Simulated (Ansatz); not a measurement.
# GaSb: the cost of one run

Method: DFT LDA, scalar-relativistic, plane waves, PAW, in Ansatz 0.2.0.

**1. Starting point**

The structure is cubic, space group Fm-3m (No. 225). The conventional cell has a = 5.640 Å, b = 5.640 Å, c = 5.640 Å, α = 90.00°, β = 90.00°, γ = 90.00°. Around Ga (site symmetry m-3m) lie 6 Sb at 2.82 Å. Around Sb (site symmetry m-3m) lie 6 Ga at 2.82 Å.

Coordinates:

```
CELL_PARAMETERS angstrom
0.00000 2.82000 2.82000
2.82000 0.00000 2.82000
2.82000 2.82000 0.00000
ATOMIC_POSITIONS crystal
Ga 0.00000 0.00000 0.00000
Sb 0.50000 0.50000 0.50000
```

This is a trial structure built by rule; it need not be a known or stable form of this composition.

This is a trial structure, the rocksalt prototype, and another one may lie lower.

**2. Coarse point 1 of the search for the rest volume**

input.yaml reads:

```yaml
crystal:
  lattice:
    - [0.0, 2.82, 2.82]
    - [2.82, 0.0, 2.82]
    - [2.82, 2.82, 0.0]
  atoms:
    - { symbol: Ga, position: [0.0, 0.0, 0.0] }
    - { symbol: Sb, position: [0.5, 0.5, 0.5] }
basis:
  ecutwfc: 420
kpoints:
  mp_grid: { grid: [6, 6, 6] }
hamiltonian:
  xc: lda
scf:
  occupations: { method: gaussian, width: 0.05 }
output:
  forces: true
  stress: true
  eigenvalues: true
```

Command:

```
$ ansatz run input.yaml --threads 1 --pin off --max-ram 1228MiB --backend cpu --events-out ev --progress --plain --runs-dir out
```

**Question.** How long does this run take on 1 thread of Arm Neoverse N1, shared host, and how much memory does it need?

About 2 s, with a peak of 0.28 GiB.
